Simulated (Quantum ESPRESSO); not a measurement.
Crystal: CoO.

```
Co O
1.0
     3.19765    0.00000    0.00000
    -1.59882    2.76924    0.00000
     0.00000    0.00000    5.22871
Co O
2 2
Direct
  0.33333 0.66667 0.50336
  0.00000 0.00000 0.00347
  0.33333 0.66667 0.87156
  0.00000 0.00000 0.37161
```

Measurements of this composition are mostly on another form, of space group No. 225.

```yaml
Program: Quantum ESPRESSO 7.5
Task: single point
Functional: PBE
Potentials_or_basis: SSSP 1.3 efficiency PBE
Cutoff: 748 eV
Density_cutoff: 5987 eV
k_mesh: 10 × 10 × 5
Occupations: fermi-dirac, width 0.05 eV
Spin: collinear spin, ferromagnetic start
Starting_moments: "[2.0, 2.0, 0.0, 0.0] μB"
```

On this cell: pressure 0.4 GPa; largest force 0.253 eV/Å; net moment 5.94 μB per cell; site moments Co +2.37; O +0.33 μB; band gap on the k mesh none (metal or under the smearing width).

The same run follows on a disturbed copy (atoms moved at random, drawn with an rms of 0.05 Å):

```
Co O
1.0
     3.19765    0.00000    0.00000
    -1.59882    2.76924    0.00000
     0.00000    0.00000    5.22871
Co O
2 2
Direct
  0.33601 0.67748 0.49595
  0.01168 0.00692 0.00128
  0.34259 0.66310 0.86246
  0.98410 0.97670 0.37058
```

Task: What changes?

Result: The energy (extrapolated to zero smearing) moves by +7.4 meV/atom; pressure 0.5 GPa; largest force 0.474 eV/Å; net moment 5.93 μB per cell; site moments Co +2.37, +2.36; O +0.34, +0.33 μB; band gap on the k mesh none (metal or under the smearing width).

Forces in eV/Å, atoms in the order of the input:
```
Co  -0.065 -0.407 -0.153
Co   0.043 -0.097 -0.299
O   -0.049  0.073  0.466
O    0.071  0.432 -0.014
```

Stress tensor (GPa, compression positive):
```
 1.01  0.56 -0.01
 0.56 -2.25 -1.29
-0.01 -1.29  2.79
```

Caveats: semilocal functionals often make such compounds metallic where correlation or magnetic order opens a gap, which also shifts bond lengths.
